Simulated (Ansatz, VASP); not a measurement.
## AlN in VASP and in Ansatz

File INCAR:

```
  PREC = Accurate
  ENCUT = 520
  EDIFF = 1E-7
  ISMEAR = 0
  SIGMA = 0.05
  LREAL = False
  LASPH = True
  NELM = 80
  ALGO = Normal
  ISIF = 2
  LWAVE = False
  LCHARG = False
  GGA = PE
  NBANDS = 16
```

Contents of KPOINTS:

```
Automatic mesh
0
Gamma
  9 9 6
```

File POSCAR:

```
AlN
1.0
    3.2721000000      0.0000000000      0.0000000000
   -1.6360500000      2.8337217237      0.0000000000
    0.0000000000      0.0000000000      3.6851000000
Al N
2 2
Direct
    0.3333333333      0.6666666667      0.7500000000
    0.6666666667      0.3333333333      0.2500000000
    0.3333333333      0.6666666667      0.2500000000
    0.6666666667      0.3333333333      0.7500000000
```

Input for Ansatz:

```yaml
crystal:
  lattice:
    - [3.2721, 0.0, 0.0]
    - [-1.63605, 2.8337217237, 0.0]
    - [0.0, 0.0, 3.6851]
  atoms:
    - { symbol: Al, position: [0.3333333333, 0.6666666667, 0.75] }
    - { symbol: Al, position: [0.6666666667, 0.3333333333, 0.25] }
    - { symbol: "N", position: [0.3333333333, 0.6666666667, 0.25] }
    - { symbol: "N", position: [0.6666666667, 0.3333333333, 0.75] }
basis:
  ecutwfc: 520.0
kpoints:
  mp_grid: { grid: [9, 9, 6] }
hamiltonian:
  xc: pbe
  pseudopotentials: { kind: paw, azcp: { folder: soft_1 } }
scf:
  occupations: { method: gaussian, width: 0.05 }
output:
  forces: true
  stress: true
  eigenvalues: true
```

Alike in both runs: task single point; functional PBE; k mesh 9 × 9 × 6; occupations gaussian, width 0.05 eV; no spin polarisation.

|  | VASP | Ansatz |
| --- | --- | --- |
| version | VASP 6.6.1 | Ansatz 0.2.0 |
| potentials or method | VASP PAW PBE potentials, release 64 (Al, N) | scalar-relativistic, plane waves, PAW |
| plane-wave cutoff (eV) | 520 | 520 |
| valence electrons in the cell | 16 | 16 |

|  | VASP | Ansatz | Ansatz less VASP |
| --- | --- | --- | --- |
| gap on the k mesh at the Fermi level (eV) | 4.49 | 4.47 | -0.013 |
| least direct gap on the mesh (eV) | 4.49 | 4.47 | -0.013 |

Caveats: an odd mesh through Γ misses points on the zone boundary, where band edges often lie. A hybrid or GW would open this gap; PBE tends to underestimate it.
